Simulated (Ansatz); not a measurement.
# Copper, dhcp under PBEsol: from relaxation to bulk modulus, part 2 of 2

Aim: take copper in the dhcp structure, relax it, solve it on a dense k-mesh, then scale the cell to 7 volumes from 88 to 112 % of the relaxed one and try a fit of the equation of state. Spin polarisation is left out. The k-meshes are 14×14×4 for the relaxation; 19×19×5 for the dense run; 16×16×5 for the volumes.

Ansatz 0.2.0; DFT, PBEsol, plane waves (420 eV) with PAW, scalar-relativistic. The steps go on from the part before.

**6. The cell scaled to 96 % of its volume**

input.yaml

```yaml
crystal:
  lattice:
    - [2.4862198279, 0.0, 0.0]
    - [-1.243109914, 2.1531295304, 0.0]
    - [0.0, 0.0, 8.121905612]
  atoms:
    - { symbol: Cu, position: [1.0, 1.0, 0.0] }
    - { symbol: Cu, position: [1.0, 1.0, 0.5] }
    - { symbol: Cu, position: [0.3333333333, 0.6666666667, 0.25] }
    - { symbol: Cu, position: [0.6666666667, 0.3333333333, 0.75] }
hamiltonian:
  xc: pbesol
  pseudopotentials:
    kind: paw
    azcp:
      Cu: "pseudopotentials/Cu.paw.azcp"
basis:
  ecutwfc: 420
  fft_grid_basis: typed
kpoints:
  mp_grid: { grid: [16, 16, 5], shift: [0, 0, 0] }
magnetization:
  spin_polarized: false
scf:
  occupations: { method: fermi_dirac, width: 0.1 }
  lower_state_search: "off"
output:
  stress: true
  write_density: true
  write_potential: true
  elf: true
  volumetric_format: npy
```

The log of the run (excerpt; [...] marks lines left out):

```text
Warning: <dir> the record states the generating functional pbe (its physics header spells it `PBE`), which answers neither for hamiltonian.xc's functional nor for the pbesol family's — results may be inconsistent (PPs are generated against a specific XC)
Warning: RAYON_NUM_THREADS=2 ignored (pool sized by the plan → 2); use --threads N
[...]
Pseudopotentials: kind: paw
Pseudopotential: Cu, paw, valence charge 19, recommended cutoff 420 eV (normal), <dir>
Functional definition: PBEsol
[...]
Crystal: 4 atoms, lattice volume = 43.478 Å³
Basis set: ecut = 420 eV, 825 PW (Γ)
Bands: 46, of which v1, the nominal top of the filled ones, is band 38 counted from 1 (37 counted from 0)
Symmetry: 24 space group operations
Space group: P63/mmc (ITA 194), of the structure as read, at distance tolerance 3.5e-5 Å
k-points: 90 of 1280
[...]
SCF iter   1: F=—  HF=-26355.074639 eV  |F-HF|=—  |Δ(HF+E_count)|=         —  Δρ=2.16e-2  dr2=1.03e-1  ethr=1.77e-3  ⟨swp⟩=5.2  Hψ=12939  notcnv=0  defer=114
[...]
SCF iter   7: F=-26355.050536 eV  HF=-26355.050536 eV  |F-HF|=1.32e-7  |Δ(HF+E_count)|=   1.16e-7  Δρ=1.64e-5  dr2=9.67e-8  ethr=1.32e-10  ⟨swp⟩=11.2  Hψ=28443  notcnv=0
[...]
SCF converged after 7 iterations
Free energy (F): -26355.050536 eV
[...]
E sigma→0 (E₀):  -26355.028440 eV
Entropy (-TS):   -0.044193 eV (-11.048 meV/atom)
Fermi energy:    18.417571 eV
[...]
--- Stress (GPa, compression-positive) ---
        7.549413      -0.000000       0.000000
       -0.000000       7.549413       0.000000
        0.000000       0.000000       7.659890
  P = ⅓ Tr σ = 7.5862 GPa (75.862 kbar)
--- Band table (eV; the first three rows and the last of 90) ---
[...]
```

Run time: 4.7 s. Hardware: 2 threads of Intel Xeon Platinum 8488C (Sapphire Rapids), shared host; peak memory 0.48 GiB.

**7. The cell scaled to 100 % of its volume**

input.yaml, as its differences from that of step 6:

```diff
@@ -2,5 +2,5 @@
   lattice:
-    - [2.4862198279, 0.0, 0.0]
-    - [-1.243109914, 2.1531295304, 0.0]
-    - [0.0, 0.0, 8.121905612]
+    - [2.5202818665, 0.0, 0.0]
+    - [-1.2601409332, 2.1826281211, 0.0]
+    - [0.0, 0.0, 8.2331784202]
   atoms:
```

The log of the run (excerpt; [...] marks lines left out):

```text
Warning: <dir> the record states the generating functional pbe (its physics header spells it `PBE`), which answers neither for hamiltonian.xc's functional nor for the pbesol family's — results may be inconsistent (PPs are generated against a specific XC)
Warning: RAYON_NUM_THREADS=2 ignored (pool sized by the plan → 2); use --threads N
[...]
Pseudopotentials: kind: paw
Pseudopotential: Cu, paw, valence charge 19, recommended cutoff 420 eV (normal), <dir>
Functional definition: PBEsol
[...]
Crystal: 4 atoms, lattice volume = 45.289 Å³
Basis set: ecut = 420 eV, 909 PW (Γ)
Bands: 46, of which v1, the nominal top of the filled ones, is band 38 counted from 1 (37 counted from 0)
Symmetry: 24 space group operations
Space group: P63/mmc (ITA 194), of the structure as read, at distance tolerance 3.6e-5 Å
k-points: 90 of 1280
[...]
SCF iter   1: F=—  HF=-26355.116855 eV  |F-HF|=—  |Δ(HF+E_count)|=         —  Δρ=2.15e-2  dr2=1.09e-1  ethr=1.77e-3  ⟨swp⟩=5.2  Hψ=12930  notcnv=0  defer=112
[...]
SCF iter   7: F=-26355.091832 eV  HF=-26355.091832 eV  |F-HF|=2.06e-8  |Δ(HF+E_count)|=   1.31e-7  Δρ=6.10e-6  dr2=2.07e-8  ethr=1.32e-10  ⟨swp⟩=11.1  Hψ=28032  notcnv=0
[...]
SCF converged after 7 iterations
Free energy (F): -26355.091832 eV
[...]
E sigma→0 (E₀):  -26355.069481 eV
Entropy (-TS):   -0.044701 eV (-11.175 meV/atom)
Fermi energy:    17.474392 eV
[...]
--- Stress (GPa, compression-positive) ---
       -0.008635       0.000000       0.000000
       -0.000000      -0.008635       0.000000
        0.000000       0.000000       0.063104
  P = ⅓ Tr σ = 0.0153 GPa (0.153 kbar)
--- Band table (eV; the first three rows and the last of 90) ---
[...]
```

Wall time 5.2 s (2 threads of Intel Xeon Platinum 8488C (Sapphire Rapids), shared host); peak memory 0.48 GiB.

**8. The cell scaled to 104 % of its volume**

input.yaml, as its differences from that of step 7:

```diff
@@ -2,5 +2,5 @@
   lattice:
-    - [2.5202818665, 0.0, 0.0]
-    - [-1.2601409332, 2.1826281211, 0.0]
-    - [0.0, 0.0, 8.2331784202]
+    - [2.5534472733, 0.0, 0.0]
+    - [-1.2767236367, 2.2113502059, 0.0]
+    - [0.0, 0.0, 8.3415221397]
   atoms:
@@ -28,5 +28 @@
   stress: true
-  write_density: true
-  write_potential: true
-  elf: true
-  volumetric_format: npy
```

The log of the run (excerpt; [...] marks lines left out):

```text
Warning: <dir> the record states the generating functional pbe (its physics header spells it `PBE`), which answers neither for hamiltonian.xc's functional nor for the pbesol family's — results may be inconsistent (PPs are generated against a specific XC)
Warning: RAYON_NUM_THREADS=2 ignored (pool sized by the plan → 2); use --threads N
[...]
Pseudopotentials: kind: paw
Pseudopotential: Cu, paw, valence charge 19, recommended cutoff 420 eV (normal), <dir>
Functional definition: PBEsol
[...]
Crystal: 4 atoms, lattice volume = 47.101 Å³
Basis set: ecut = 420 eV, 945 PW (Γ)
Bands: 43, of which v1, the nominal top of the filled ones, is band 38 counted from 1 (37 counted from 0)
Symmetry: 24 space group operations
Space group: P63/mmc (ITA 194), of the structure as read, at distance tolerance 3.6e-5 Å
k-points: 90 of 1280
[...]
SCF iter   1: F=—  HF=-26355.082822 eV  |F-HF|=—  |Δ(HF+E_count)|=         —  Δρ=2.15e-2  dr2=1.14e-1  ethr=1.77e-3  ⟨swp⟩=4.7  Hψ=11427  notcnv=0
[...]
SCF iter   8: F=-26355.057001 eV  HF=-26355.057001 eV  |F-HF|=1.76e-8  |Δ(HF+E_count)|=   7.58e-8  Δρ=4.52e-6  dr2=1.64e-8  ethr=1.32e-10  ⟨swp⟩=4.0  Hψ=13157  notcnv=0
[...]
SCF converged after 8 iterations
Free energy (F): -26355.057001 eV
[...]
E sigma→0 (E₀):  -26355.034377 eV
Entropy (-TS):   -0.045250 eV (-11.312 meV/atom)
Fermi energy:    16.606215 eV
[...]
--- Stress (GPa, compression-positive) ---
       -5.954686       0.000000      -0.000000
        0.000000      -5.954686       0.000000
       -0.000000       0.000000      -5.907463
  P = ⅓ Tr σ = -5.9389 GPa (-59.389 kbar)
```

Run time: 3.9 s. Hardware: 2 threads of Intel Xeon Platinum 8488C (Sapphire Rapids), shared host; peak memory 0.46 GiB.

**9. The cell scaled to 108 % of its volume**

input.yaml, as its differences from that of step 8:

```diff
@@ -2,5 +2,5 @@
   lattice:
-    - [2.5534472733, 0.0, 0.0]
-    - [-1.2767236367, 2.2113502059, 0.0]
-    - [0.0, 0.0, 8.3415221397]
+    - [2.5857728223, 0.0, 0.0]
+    - [-1.2928864112, 2.2393449526, 0.0]
+    - [0.0, 0.0, 8.4471222379]
   atoms:
```

The log of the run (excerpt; [...] marks lines left out):

```text
Warning: <dir> the record states the generating functional pbe (its physics header spells it `PBE`), which answers neither for hamiltonian.xc's functional nor for the pbesol family's — results may be inconsistent (PPs are generated against a specific XC)
Warning: RAYON_NUM_THREADS=2 ignored (pool sized by the plan → 2); use --threads N
[...]
Pseudopotentials: kind: paw
Pseudopotential: Cu, paw, valence charge 19, recommended cutoff 420 eV (normal), <dir>
Functional definition: PBEsol
[...]
Crystal: 4 atoms, lattice volume = 48.913 Å³
Basis set: ecut = 420 eV, 959 PW (Γ)
Bands: 43, of which v1, the nominal top of the filled ones, is band 38 counted from 1 (37 counted from 0)
Symmetry: 24 space group operations
Space group: P63/mmc (ITA 194), of the structure as read, at distance tolerance 3.7e-5 Å
k-points: 90 of 1280
[...]
SCF iter   1: F=—  HF=-26354.988825 eV  |F-HF|=—  |Δ(HF+E_count)|=         —  Δρ=2.14e-2  dr2=1.18e-1  ethr=1.77e-3  ⟨swp⟩=4.7  Hψ=11430  notcnv=0
[...]
SCF iter   8: F=-26354.962351 eV  HF=-26354.962351 eV  |F-HF|=2.06e-8  |Δ(HF+E_count)|=   7.13e-8  Δρ=4.54e-6  dr2=1.99e-8  ethr=1.32e-10  ⟨swp⟩=4.1  Hψ=13733  notcnv=0
[...]
SCF converged after 8 iterations
Free energy (F): -26354.962351 eV
[...]
E sigma→0 (E₀):  -26354.939451 eV
Entropy (-TS):   -0.045800 eV (-11.450 meV/atom)
Fermi energy:    15.804737 eV
[...]
--- Stress (GPa, compression-positive) ---
      -10.622023       0.000000       0.000000
        0.000000     -10.622023       0.000000
        0.000000       0.000000     -10.590346
  P = ⅓ Tr σ = -10.6115 GPa (-106.115 kbar)
```

Wall time 3.4 s (2 threads of Intel Xeon Platinum 8488C (Sapphire Rapids), shared host); peak memory 0.47 GiB.

**10. The cell scaled to 112 % of its volume**

input.yaml, as its differences from that of step 9:

```diff
@@ -2,5 +2,5 @@
   lattice:
-    - [2.5857728223, 0.0, 0.0]
-    - [-1.2928864112, 2.2393449526, 0.0]
-    - [0.0, 0.0, 8.4471222379]
+    - [2.6173097454, 0.0, 0.0]
+    - [-1.3086548727, 2.2666567291, 0.0]
+    - [0.0, 0.0, 8.5501460772]
   atoms:
```

The log of the run (excerpt; [...] marks lines left out):

```text
Warning: <dir> the record states the generating functional pbe (its physics header spells it `PBE`), which answers neither for hamiltonian.xc's functional nor for the pbesol family's — results may be inconsistent (PPs are generated against a specific XC)
Warning: RAYON_NUM_THREADS=2 ignored (pool sized by the plan → 2); use --threads N
[...]
Pseudopotentials: kind: paw
Pseudopotential: Cu, paw, valence charge 19, recommended cutoff 420 eV (normal), <dir>
Functional definition: PBEsol
[...]
Crystal: 4 atoms, lattice volume = 50.724 Å³
Basis set: ecut = 420 eV, 1019 PW (Γ)
Bands: 43, of which v1, the nominal top of the filled ones, is band 38 counted from 1 (37 counted from 0)
Symmetry: 24 space group operations
Space group: P63/mmc (ITA 194), of the structure as read, at distance tolerance 3.7e-5 Å
k-points: 90 of 1280
[...]
SCF iter   1: F=—  HF=-26354.848076 eV  |F-HF|=—  |Δ(HF+E_count)|=         —  Δρ=2.14e-2  dr2=1.24e-1  ethr=1.77e-3  ⟨swp⟩=4.6  Hψ=11432  notcnv=0
[...]
SCF iter   8: F=-26354.820849 eV  HF=-26354.820849 eV  |F-HF|=1.62e-8  |Δ(HF+E_count)|=   5.75e-8  Δρ=3.95e-6  dr2=1.66e-8  ethr=1.32e-10  ⟨swp⟩=4.0  Hψ=13779  notcnv=0
[...]
SCF converged after 8 iterations
Free energy (F): -26354.820849 eV
[...]
E sigma→0 (E₀):  -26354.797686 eV
Entropy (-TS):   -0.046326 eV (-11.582 meV/atom)
Fermi energy:    15.062747 eV
[...]
--- Stress (GPa, compression-positive) ---
      -14.272782      -0.000000       0.000000
       -0.000000     -14.272782      -0.000000
        0.000000      -0.000000     -14.249269
  P = ⅓ Tr σ = -14.2649 GPa (-142.649 kbar)
```

Run time: 3.6 s. Hardware: 2 threads of Intel Xeon Platinum 8488C (Sapphire Rapids), shared host; peak memory 0.48 GiB.

**11. Fitting the volumes**

The cell was scaled evenly, with its shape and the fractional positions fixed.

```tsv
V (Å³/atom)	E − E₀ (meV/atom)	P from the stress (GPa)	P from the fit (GPa)
9.964	109.8	29.43	29.44
10.417	44.7	17.20	17.18
10.869	10.2	7.59	7.56
11.322	0.0	0.02	0.00
11.775	8.8	-5.94	-5.96
12.228	32.5	-10.61	-10.64
12.681	67.9	-14.26	-14.31
```

A third-order Birch-Murnaghan fit gives V₀ = 11.322 Å³/atom, B₀ = 167 GPa and B₀′ = 5.0; it misses no point by more than 0.02 meV/atom.

**12. Summary of results**

What follows sums up all 2 parts.

| quantity | value |
| --- | --- |
| space group (spins left aside) | P6_3/mmc (No. 194) |
| conventional cell | a = 2.520 Å, c = 8.233 Å (c/a = 3.267) |
| volume | 11.322 Å³/atom |
| shortest distance | 2.520 Å |
| gap on the mesh | none (levels filled in part) |
| relative to fcc | +3 meV/atom |
| V₀, B₀, B₀′ | 11.322 Å³/atom, 167 GPa, 5.0 |

In words: From the guessed start the volume shrank by 4.1 % in 5 steps. It lies 3 meV/atom above the element's reference form at the same level (fcc, from a run of its own). No gap shows: it is a metal or semimetal at this level. B₀ comes out at 167 GPa; letting shape and positions relax at each volume could only lower it. Relaxation kept the symmetry; phonons were not checked.
